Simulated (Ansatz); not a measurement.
Here is an Ansatz 0.2.0 calculation.

The input input.yaml:

```yaml
crystal:
  lattice:
    - [0.0, 2.165, 2.165]
    - [2.165, 0.0, 2.165]
    - [2.165, 2.165, 0.0]
  atoms:
    - { symbol: C, position: [0.0, 0.0, 0.0] }
    - { symbol: Be, position: [0.75, 0.75, 0.75] }
    - { symbol: Be, position: [0.25, 0.25, 0.25] }
hamiltonian:
  xc: { exchange: pbe, correlation: pbe, exx: { coeff: 0.25, omega: 0.2 } }
  pseudopotentials: { kind: paw }
kpoints:
  mp_grid: { grid: [6, 6, 6] }
scf:
  occupations: { method: fermi_dirac, width: 0.05 }
output:
  forces: true
  stress: true
  eigenvalues: true
```

Potentials or basis: Ansatz PAW.

Command:

```console
$ ansatz run input.yaml --threads 2 --pin off --max-ram 5632MiB --backend cpu --events-out ev --progress --plain --runs-dir out
```

**Question.** What does it give for the pressure?

**Answer.** -3.5 GPa.

**Question.** Predict the band gap on the k mesh.

**Answer.** 1.93 eV, indirect (least direct gap 5.15 eV).

Caveat: the PAW data sets come from PBE, with cores solved anew for the run's functional, which leaves a small shift of forces and pressure; the thresholds are loose for stress. A k mesh can miss the band edges.
